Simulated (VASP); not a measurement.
# BaTe (Fm-3m) in VASP: notebook

Runs on BaTe. Level: r2SCAN. Tasks: single point.

Program: VASP 6.6.1. These are calculated values, not measurements. Logs are shortened: lines on timing, memory, paths and dates and some standing lists are left out, and cuts for length are marked.

## Step 1: Starting point

The structure is cubic, space group Fm-3m (No. 225). The conventional cell has a = 6.820 Å, b = 6.820 Å, c = 6.820 Å, α = 90.00°, β = 90.00°, γ = 90.00°. Ba (site symmetry m-3m) has 6 Te at 3.41 Å as nearest neighbours. Around Te (site symmetry m-3m) lie 6 Ba at 3.41 Å.

## Step 2: Single point, r2SCAN

Input file INCAR:

```
SYSTEM = BaTe
ADDGRID  = .FALSE.      
ALGO     = Normal         ! electronic algorithm
EDIFF    = 1E-6           ! SCF threshold, eV
ENCUT    = 450            ! plane-wave cutoff, eV
ISIF     = 2              ! what is computed and relaxed
ISMEAR   = 0              ! smearing method
LASPH    = .TRUE.         ! aspherical terms in the spheres
LCHARG   = .FALSE.        ! write CHGCAR
LMIXTAU  = .TRUE.       
LREAL    = .FALSE.        ! projectors in reciprocal space
LWAVE    = .FALSE.        ! write WAVECAR
METAGGA  = R2SCAN         ! meta-GGA
NELM     = 100            ! most SCF steps
PREC     = Accurate       ! precision mode
SIGMA    = 0.05           ! smearing width, eV
```

Input file KPOINTS:

```
k-points
0
G
  2 2 2
  0 0 0
```

Input file POSCAR:

```
BaTe
1.0
    0.0000000000      3.4100000000      3.4100000000
    3.4100000000      0.0000000000      3.4100000000
    3.4100000000      3.4100000000      0.0000000000
Ba Te
1 1
Direct
   -0.0114420000     -0.0073020000      0.0189620000
    0.5174540000      0.4974090000      0.5124580000
```

Potentials or basis: VASP PAW PBE potentials, release 64 (Ba_sv, Te).

Started as:

```sh
> cat potpaw_PBE.64/Ba_sv/POTCAR potpaw_PBE.64/Te/POTCAR > POTCAR
> mpirun -np 1 vasp_std > vasp.out
```

OUTCAR:

```text
SYSTEM = BaTe
   EDIFF = 1E-6
   ENCUT = 450
   ISIF = 2
   ISMEAR = 0
   LASPH = .TRUE.
   LREAL = .FALSE.
   METAGGA = R2SCAN
   NELM = 100
   PREC = Accurate

 Found      8 irreducible k-points:

 Following reciprocal coordinates:
            Coordinates               Weight
  0.000000  0.000000  0.000000      1.000000
  0.500000  0.000000  0.000000      1.000000
  0.000000  0.500000  0.000000      1.000000
  0.000000  0.000000  0.500000      1.000000
  0.500000  0.500000  0.500000      1.000000
  0.500000  0.500000  0.000000      1.000000
   k-points           NKPTS =      8   k-points in BZ     NKDIM =      8   number of bands    NBANDS=     12
   number of dos      NEDOS =    301   number of ions     NIONS =      2
   total plane-waves  NPLWV =  46656
   dimension x,y,z NGX =    36 NGY =   36 NGZ =   36
   dimension x,y,z NGXF=    72 NGYF=   72 NGZF=   72
   ions per type =               1   1
   NGX,Y,Z   is equivalent  to a cutoff of  12.41, 12.41, 12.41 a.u.
   NGXF,Y,Z  is equivalent  to a cutoff of  24.82, 24.82, 24.82 a.u.
 SYSTEM =  BaTe
   PREC   = accura    normal or accurate (medium, high low for compatibility)
   ISTART =      0    job   : 0-new  1-cont  2-samecut
   ICHARG =      2    charge: 1-file 2-atom 10-const
   ISPIN  =      1    spin polarized calculation?
   LNONCOLLINEAR =      F non collinear calculations
   LSORBIT =      F    spin-orbit coupling
   LASPH  =      T    aspherical Exc in radial PAW
   ENCUT  =  450.0 eV  33.07 Ry    5.75 a.u.   8.34  8.34  8.34*2*pi/ulx,y,z
   NELM   =    100;   NELMIN=  2; NELMDL= -5     # of ELM steps
   EDIFF  = 0.1E-05   stopping-criterion for ELM
   LREAL  =      F    real-space projection
   EDIFFG = 0.1E-04   stopping-criterion for IOM
   NSW    =      0    number of steps for IOM
   IBRION =     -1    ionic relax: 0-MD 1-quasi-New 2-CG
   NFREE  =      0    steps in history (QN), initial steepest desc. (CG)
   ISIF   =      2    stress and relaxation
   ISYM   =      2    0-nonsym 1-usesym 2-fastsym
   POTIM  = 0.5000    time-step for ionic-motion
   TEBEG  =    0.0;   TEEND  =   0.0 temperature during run
   PSTRESS=    0.0 pullay stress
   NELECT =      16.0000    total number of electrons
   NUPDOWN=      -1.0000    fix difference up-down
   EMIN   =  10.00;   EMAX   =-10.00  energy-range for DOS
   EFERMI =   0.00;   METHOD = LEGACY
   ISMEAR =     0;   SIGMA  =   0.05  broadening in eV -4-tet -1-fermi 0-gaus
   EFERMI_NEDOS =   21; number of points for ismear=-14 and -15
   IALGO  =     38    algorithm
   IMIX   =      4    mixing-type and parameters
     AMIX     =   0.40;   BMIX     =  1.00
     AMIX_MAG =   1.60;   BMIX_MAG =  1.00
  volume/ion in A,a.u.               =      39.65       267.58
  Fermi-wavevector in a.u.,A,eV,Ry     =   0.960175  1.814468 12.543704  0.921936
  Thomas-Fermi vector in A             =   2.089436
   LORBIT       =      0    0 simple, 1 ext, 2 COOP (PROOUT), +10 PAW based schemes
   METAGGA = R2SCAN    functional components
   LHFCALC =     F    Hartree Fock is set to
   AEXX    =    0.0000 exact exchange contribution
   IVDW    =     0    specifies the selected vdW correction
   LEPSILON=     F    determine dielectric tensor
   LRPA    =     F    only Hartree local field effects (RPA)
 non-spin polarized calculation
 Gauss-broadening in eV      SIGMA  =   0.05
  energy-cutoff  :      450.00
  volume of cell :       79.30
 maximum number of plane-waves:      1759
 NGX is ok and might be reduce to    36
   NGX = 17   NGY = 17   NGZ = 17

 number of electron      16.0000000 magnetization

 Free energy of the ion-electron system (eV)
  ---------------------------------------------------
  ext. energy  EPLUGINS =         0.00000000
  ---------------------------------------------------
  free energy    TOTEN  =       -55.42099911 eV

  energy without entropy =      -55.42099911  energy(sigma->0) =      -55.42099911

 E-fermi :   3.0229     XC(G=0):  -8.9207

 val. band max:        2.7221240408   @ k =   0.0000   0.0000   0.0000
 cond. band min:       4.3051806132   @ k =   0.5000   0.5000   0.0000
 fundamental gap:      1.5830565723
 Fermi energy:         3.0229482132

 k-point     1 :       0.0000    0.0000    0.0000
  band No.  band energies     occupation
      1     -25.1135      2.00000
      2      -9.8624      2.00000
      3      -9.8559      2.00000
      4      -9.8541      2.00000
      5      -7.2098      2.00000
      6       2.7107      2.00000
      7       2.7118      2.00000
      8       2.7221      2.00000
      9       5.8636      0.00000
     10       5.9101      0.00000
     11       5.9201      0.00000
     12       6.5837      0.00000

 k-point     2 :       0.5000    0.0000    0.0000
  band No.  band energies     occupation
      1     -25.0921      2.00000
      2     -10.4463      2.00000
      3      -9.8684      2.00000
      4      -9.8667      2.00000
      5      -6.2046      2.00000
      6       0.2469      2.00000
      7       1.4138      2.00000
      8       1.4180      2.00000
      9       7.3552      0.00000
     10       8.0750      0.00000
     11       8.1160      0.00000
     12       8.1347      0.00000

 k-point     3 :       0.0000    0.5000    0.0000
  band No.  band energies     occupation
      1     -25.0919      2.00000
      2     -10.4522      2.00000
      3      -9.8694      2.00000
      4      -9.8674      2.00000
      5      -6.1969      2.00000
      6       0.2513      2.00000
      7       1.4240      2.00000
      8       1.4384      2.00000
      9       7.3346      0.00000
     10       8.0208      0.00000
     11       8.1212      0.00000
     12       8.1354      0.00000

 k-point     4 :       0.0000    0.0000    0.5000
  band No.  band energies     occupation
      1     -25.0919      2.00000
      2     -10.4521      2.00000
      3      -9.8693      2.00000
      4      -9.8674      2.00000
      5      -6.1971      2.00000
      6       0.2512      2.00000
      7       1.4238      2.00000
      8       1.4379      2.00000
      9       7.3350      0.00000
     10       8.0221      0.00000
     11       8.1221      0.00000
     12       8.1346      0.00000

 k-point     5 :       0.5000    0.5000    0.5000
  band No.  band energies     occupation
      1     -25.0921      2.00000
      2     -10.4470      2.00000
      3      -9.8685      2.00000
      4      -9.8668      2.00000
      5      -6.2037      2.00000
      6       0.2474      2.00000
      7       1.4155      2.00000
      8       1.4201      2.00000
      9       7.3524      0.00000
     10       8.0690      0.00000
     11       8.1147      0.00000
     12       8.1360      0.00000

 k-point     6 :       0.5000    0.5000    0.0000
  band No.  band energies     occupation
      1     -25.0849      2.00000
      2     -10.1542      2.00000
      3      -9.9731      2.00000
      4      -9.9685      2.00000
      5      -6.9548      2.00000
      6       1.5569      2.00000
      7       2.3256      2.00000
      8       2.3494      2.00000
      9       4.3052      0.00000
     10       7.6570      0.00000
     11       8.3596      0.00000
     12       9.0690      0.00000

 [... further k-points ...]
[... 5 lines left out ...]
  --------------------------------------------------------------------------------------
  -------------------------------------------------------------------------------------
  Total        3.0732477      3.2257298      3.4163605      0.0010689     -0.0203308      0.0016050
  in kB       62.0890509     65.1696563     69.0209836      0.0215951     -0.4107446      0.0324264
  external PRESSURE =      65.4265636 kB  Pullay stress =       0.0000000 kB

 VOLUME and BASIS-vectors are now :
 -----------------------------------------------------------------------------
  energy-cutoff  :      450.00
  volume of cell :       79.30
      direct lattice vectors                 reciprocal lattice vectors
     0.000000000  3.410000000  3.410000000    -0.146627566  0.146627566  0.146627566
     3.410000000  0.000000000  3.410000000     0.146627566 -0.146627566  0.146627566
     3.410000000  3.410000000  0.000000000     0.146627566  0.146627566 -0.146627566

 POSITION                                       TOTAL-FORCE (eV/Angst)
 -----------------------------------------------------------------------------------
      3.44976      3.43564      6.75608        -0.000814      0.018430      0.043761
      3.44365      3.51200      3.46068         0.000814     -0.018430     -0.043761
 -----------------------------------------------------------------------------------
    total drift:                                0.000112      0.000115      0.000348

  FREE ENERGIE OF THE ION-ELECTRON SYSTEM (eV)
  ---------------------------------------------------
  free  energy   TOTEN  =       -55.4209991148 eV

  energy  without entropy=      -55.4209991148  energy(sigma->0) =      -55.42099911
```

Run time: 96 s. Hardware: 1 thread of AMD EPYC 7R43 (Zen 3), shared host; peak memory 0.17 GiB.

The run converged, but some of its settings lie outside the range that counts as converged, so its numbers aren't taken as properties of the crystal.

What came out:

- Free energy: -55.4210 eV
- Pressure: 6.5 GPa
- Largest force: 0.047 eV/Å
- Band gap on the k mesh: 1.58 eV, indirect (least direct gap 1.96 eV)

Caveat: the k mesh is coarse (spacing up to 0.80 Å⁻¹), so the values aren't converged; the PAW data sets were made with another functional, which shifts forces and pressure a little; spin-orbit coupling is left out, which moves the levels of the heavy elements.

## Step 3: Single point, r2SCAN

Edit INCAR of step 2 so:

```diff
@@ -4,3 +4,3 @@
 EDIFF    = 1E-6           ! SCF threshold, eV
-ENCUT    = 450            ! plane-wave cutoff, eV
+ENCUT    = 550            ! plane-wave cutoff, eV
 ISIF     = 2              ! what is computed and relaxed
```

KPOINTS is that of step 2.

Input file POSCAR:

```
BaTe
1.0
    0.0000000000      3.4100000000      3.4100000000
    3.4100000000      0.0000000000      3.4100000000
    3.4100000000      3.4100000000      0.0000000000
Ba Te
1 1
Direct
    0.0000000000      0.0000000000      0.0000000000
    0.5000000000      0.5000000000      0.5000000000
```

Potentials or basis: VASP PAW PBE potentials, release 64 (Ba_sv, Te).

Started as:

```sh
> cat potpaw_PBE.64/Ba_sv/POTCAR potpaw_PBE.64/Te/POTCAR > POTCAR
> mpirun -np 1 vasp_std > vasp.out
```

Run time: 60 s. Hardware: 1 thread of AMD EPYC 7R43 (Zen 3), shared host; peak memory 0.21 GiB.

These settings aren't checked as converged: the numbers below hold their error.

Results:

* Free energy: -55.4230 eV
* Pressure: 6.6 GPa
* Band gap on the k mesh: 1.51 eV, indirect (least direct gap 1.92 eV)

Caveat: the k mesh is coarse (spacing up to 0.80 Å⁻¹), so the values aren't converged; the PAW data sets were made with another functional, which shifts forces and pressure a little; spin-orbit coupling is left out, which moves the levels of the heavy elements.

## Step 4: Single point, r2SCAN

INCAR is that of step 3.

KPOINTS is that of step 3.

Input file POSCAR:

```
BaTe
1.0
    0.0000000000      3.4100000000      3.4100000000
    3.4100000000      0.0000000000      3.4100000000
    3.4100000000      3.4100000000      0.0000000000
Ba Te
1 1
Direct
   -0.0114420000     -0.0073020000      0.0189620000
    0.5174540000      0.4974090000      0.5124580000
```

Started as:

```sh
> cat potpaw_PBE.64/Ba_sv/POTCAR potpaw_PBE.64/Te/POTCAR > POTCAR
> mpirun -np 1 vasp_std > vasp.out
```

It took 1.7 min on 1 thread of AMD EPYC 7R43 (Zen 3), shared host; peak memory 0.22 GiB.

The run converged, but some of its settings lie outside the range that counts as converged, so its numbers aren't taken as properties of the crystal.

What came out:

```
Free energy            : -55.4216 eV
Pressure               : 6.5 GPa
Largest force          : 0.047 eV/Å
Band gap on the k mesh : 1.58 eV, indirect (least direct gap 1.96 eV)
```

Caveat: the k mesh is coarse (spacing up to 0.80 Å⁻¹), so the values aren't converged; the PAW data sets were made with another functional, which shifts forces and pressure a little; spin-orbit coupling is left out, which moves the levels of the heavy elements.

## Step 5: Single point, r2SCAN

Edit INCAR of step 4 so:

```diff
@@ -4,3 +4,3 @@
 EDIFF    = 1E-6           ! SCF threshold, eV
-ENCUT    = 550            ! plane-wave cutoff, eV
+ENCUT    = 250            ! plane-wave cutoff, eV
 ISIF     = 2              ! what is computed and relaxed
```

Input file KPOINTS:

```
k-points
0
G
  3 3 3
  0 0 0
```

Input file POSCAR:

```
BaTe
1.0
    0.0000000000      3.4100000000      3.4100000000
    3.4100000000      0.0000000000      3.4100000000
    3.4100000000      3.4100000000      0.0000000000
Ba Te
1 1
Direct
    0.0000000000      0.0000000000      0.0000000000
    0.5000000000      0.5000000000      0.5000000000
```

Started as:

```sh
> cat potpaw_PBE.64/Ba_sv/POTCAR potpaw_PBE.64/Te/POTCAR > POTCAR
> mpirun -np 1 vasp_std > vasp.out
```

Run time: 39 s. Hardware: 1 thread of AMD EPYC 7R43 (Zen 3), shared host; peak memory 0.11 GiB.

The run converged, but some of its settings lie outside the range that counts as converged, so its numbers aren't taken as properties of the crystal.

What came out:

| Quantity | Value |
| --- | --- |
| Free energy | -55.8455 eV |
| Pressure | 4.7 GPa |
| Band gap on the k mesh | 1.94 eV, indirect (least direct gap 2.32 eV) |

Caveat: the k mesh is coarse (spacing up to 0.53 Å⁻¹), so the values aren't converged; the PAW data sets were made with another functional, which shifts forces and pressure a little; spin-orbit coupling is left out, which moves the levels of the heavy elements; an odd mesh through Γ misses points on the zone boundary, where band edges often lie.

## Step 6: The reference run

An earlier run on the cell as given: functional PBE; potentials or basis VASP PAW PBE potentials, release 64 (Ba_sv, Te); cutoff 520 eV; k mesh 7 × 7 × 7; occupations fermi-dirac, width 0.05 eV; no spin polarisation.

* Pressure: 4.2 GPa
* Band gap on the k mesh: 1.38 eV, indirect (least direct gap 1.76 eV)
